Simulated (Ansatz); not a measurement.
# BaTiO3, relaxed

The start is BaTiO3, a database entry, slightly rescaled. Where does it settle when we relax cell and atoms at 5 GPa, and what is it like there?

All numbers below are computed with Ansatz 0.2.0 (DFT, r2SCAN, no spin polarisation, plane waves, PAW).

### Step 1. The structure

The structure is orthorhombic, space group Amm2 (No. 38). Conventional cell: a = 4.027 Å, b = 5.722 Å, c = 5.735 Å, α = 90.00°, β = 90.00°, γ = 90.00°. Ba (site symmetry mm2) has 12 O at 2.81 to 2.92 Å as nearest neighbours. Around Ti (site symmetry mm2) lie 6 O at 1.92 to 2.13 Å. Around O (site symmetry mm2) lie 2 Ti at 2.02 Å and 4 Ba at 2.81 to 2.92 Å. O (site symmetry m) is surrounded by 2 Ti at 1.92 to 2.13 Å.

The coordinates stand in the input below.

It starts from an earlier solution of the starting cell (checkpoint.read).

### Step 2. The walk to rest

input.yaml reads:

```yaml
crystal:
  lattice:
    - [-4.02718163, 2.86091387, 2.86747444]
    - [0.0, -2.86091387, 2.86747444]
    - [-4.02718163, -2.86091387, -2.86747444]
  atoms:
    - { symbol: Ba, position: [0.0, 0.0, 0.0] }
    - { symbol: Ba, position: [0.5, 0.0, 0.5] }
    - { symbol: Ti, position: [0.005, 0.51, 0.495] }
    - { symbol: Ti, position: [0.505, 0.51, 0.995] }
    - { symbol: O, position: [0.245, 0.49, 0.755] }
    - { symbol: O, position: [0.745, 0.49, 0.255] }
    - { symbol: O, position: [0.495, 0.984, 0.005] }
    - { symbol: O, position: [0.995, 0.984, 0.505] }
    - { symbol: O, position: [0.242, 0.49, 0.258] }
    - { symbol: O, position: [0.742, 0.49, 0.758] }
  symmetry: { tolerance: 0.0003 }
kpoints:
  mp_grid: { grid: [3, 5, 3], shift: [0, 0, 0] }
magnetization:
  spin_polarized: false
scf:
  occupations: { method: fermi_dirac }
  lower_state_search: "off"
hamiltonian:
  pseudopotentials: { kind: paw }
  xc: r2scan
basis:
  ecutwfc: 500
  fft_grid_basis: typed
relax:
  max_steps: 60
  cell: { p_target: 5.0 }
output:
  forces: true
  stress: true
  eigenvalues: true
  bader: false
  populations: true
  elf: true
  write_potential: true
  volumetric_format: npy
  dos:
    e_range: [-12, 8]
    de: 0.05
    projected: { site_lists: { Ba: [Ba], O: [O], Ti: [Ti] } }
checkpoint:
  read: saved_state
```

Run with:

```console
> ansatz run input.yaml --threads 2 --pin off --max-ram 3584MiB --backend cpu --events-out ev --progress --plain --runs-dir out
```

**Question.** What will these runs give? Wanted: moves; largest move; cell; volume; pressure at the end; gap; least direct gap.

As calculated:

| quantity | value |
| --- | --- |
| moves | 7 |
| largest move | 0.02 Å (Ti) |
| space group (0.01 Å), before / after | Amm2 / Amm2 |
| cell | a = 5.611 Å, b = 3.982 Å, c = 5.611 Å, α = 90.11°, β = 90.64°, γ = 89.89° |
| volume | 12.54 Å³/atom (-5.1 %) |
| pressure at the end | 5.01 GPa |
| gap (mesh) | 2.52 eV, indirect |
| least direct gap | 2.57 eV |

**Reading.** The volume shrank by 5.1 %, and the largest move of an atom is 0.02 Å apart from the change of the cell. The run held to 4 symmetry operations, so a lower structure without them is not ruled out. The levels show a gap of 2.52 eV, with the least direct gap at 2.57 eV; within 0.7 eV of the edges the states project mainly on O p (94 %) below and Ti d (87 %) above. A semilocal functional usually gives too small a gap. At the density minimum between Ba and O (2.75 Å) the ELF is 0.09 and the density 0.20 e/Å³, a closed-shell (ionic or weak) contact.
